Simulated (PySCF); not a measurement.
Computed data sheet: diethyl ether, `CCOCC`

Compound: diethyl ether, C4H10O.
Numbering: `[CH3:1][CH2:2][O:3][CH2:4][CH3:5]` (hydrogens: H6, H7, H8 on C1; H9, H10 on C2; H11, H12 on C4; H13, H14, H15 on C5)

Structural features include: ether.

**GFN2-xTB geometry**

```
Point group of the GFN2-xTB geometry                  : C2v
Rotational constants A, B, C of the GFN2-xTB geometry : 18.069, 2.248, 2.105 GHz
```

From CAM-B3LYP/def2-SVPD ground state and vertical TDDFT (core frozen in the response) (PySCF):

```
Dipole moment                                                     : 1.18 D
HOMO energy                                                       : -8.82 eV
LUMO energy                                                       : 1.46 eV
HOMO–LUMO gap                                                     : 10.28 eV
Lowest singlet excitation                                         : 7.15 eV (173 nm, f = 0.026)
Strongest line among the 8 lowest singlet transitions             : S8 at 9.47 eV (131 nm, f = 0.073)
Lowest triplet excitation (Tamm–Dancoff)                          : 6.98 eV
Static isotropic polarisability                                   : 57.1 au
Electronic spatial extent ⟨r²⟩ about the centre of nuclear charge : 630 bohr²
```

**PBE0/pcSseg-1 ground state and GIAO shieldings, non-relativistic (PySCF)**

```
Lowest Hirshfeld atomic charge                              : -0.14 e on O3
Highest Hirshfeld atomic charge                             : +0.04 e on H6/H7/H8/H13/H14/H15
13C chemical shifts (computed TMS as zero) by class         : 71.3 (C2/C4), 18.1 (C1/C5) ppm
1H chemical shifts (computed TMS as zero) by class          : 3.56 (H9/H10/H11/H12), 1.28 (H6/H7/H8/H13/H14/H15) ppm
Isotropic shieldings of nuclei other than C and H, by class : 275 (O3) ppm
Mayer bond orders between heavy atoms                       : C1–C2 1.07, C2–O3 0.92, O3–C4 0.92, C4–C5 1.07
```

**B3LYP/pcJ-1 indirect spin-spin coupling, non-relativistic, gas phase; spin–dipole term left out (PySCF)**

```
Largest of the computed one-bond spin–spin couplings (means over like bonds) : 13C–1H +142.9 (C2–H9 and 3 like it), 13C–1H +133.1 (C1–H6 and 5 like it), 13C–13C +39.6 (C1–C2 and 1 like it), 17O–13C +23.2 (O3–C2 and 1 like it) Hz
```

Monoisotopic mass (most abundant isotopes): 74.0732 u.

The largest Löwdin shares of the HOMO are 0.58 on O3, 0.10 on C4 and 0.10 on C2. The polarisability is 8.46 Å³ as a volume (1 au = 0.148185 Å³), or 1.36 au for each of the 42 electrons. The vertical singlet–triplet gap S1 − T1 is 0.17 eV (TDDFT singlet less Tamm–Dancoff triplet; S1: HOMO→LUMO, weight 0.90; T1: HOMO→LUMO, weight 0.86). No computed singlet falls in the visible range (750 to 380 nm, 1.65 to 3.26 eV); S1 lies 3.89 eV above its blue end. In wavenumbers S1 is 57700 cm⁻¹ (1 eV = 8065.54 cm⁻¹). With B = h/(8π²I), that is 505.379 GHz u Å² over I, the principal moments of inertia are 28.0, 224.8 and 240.1 u Å² (most abundant isotopes). The rotational constants make it an asymmetric top with κ = (2B − A − C)/(A − C) = -0.98, nearer the prolate limit (−1). The principal polarisabilities are 50.5, 53.9 and 66.9 au; their mean is the isotropic value.

 NMR classes are plain means over equivalent atoms (diastereotopic ones count apart unless rotation or inversion swaps them), as if these changed places fast; in this geometry the members of some classes differ.

Conformer computed: `[CH3:1][CH2:2][O:3][CH2:4][CH3:5]`: C1–C2–O3–C4 180°, C2–O3–C4–C5 180°.

One conformer stands for the species.
